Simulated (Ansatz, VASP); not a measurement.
One calculation of ZnSe (Stilleite), two programs

```
Se Zn
1.0
     0.00000    2.83380    2.83380
     2.83380    0.00000    2.83380
     2.83380    2.83380    0.00000
Se Zn
1 1
Direct
  0.75000 0.75000 0.75000
  0.00000 0.00000 0.00000
```

Alike in both runs: task relaxation of cell and atoms; functional PBE; dispersion D3(BJ); k mesh 8 × 8 × 8; occupations fermi-dirac, width 0.05 eV; no spin polarisation.

|  | VASP | Ansatz |
| --- | --- | --- |
| version | VASP 6.6.1 | Ansatz 0.2.0 |
| potentials or method | VASP PAW PBE potentials, release 64 (Se, Zn) | Ansatz PAW |
| plane-wave cutoff (eV) | 600 | 420 |
| valence electrons in the cell | 18 | 28 |

```csv
,VASP,Ansatz,Ansatz less VASP
"gap on the k mesh at the Fermi level, each at its own relaxed structure (eV)",1.31,1.31,+0.009
relaxed volume (Å³/atom),22.67,22.60,-0.066
relaxed cell length with the largest relative difference (Å),4.003,3.999,-0.0039
```

The two sets of potentials don't hold the same shells in valence.

Caveats: the plane-wave basis is chosen anew once the cell has moved, so the energies of steps on either side of that aren't comparable (Ansatz). A hybrid or GW would open this gap; PBE tends to underestimate it.
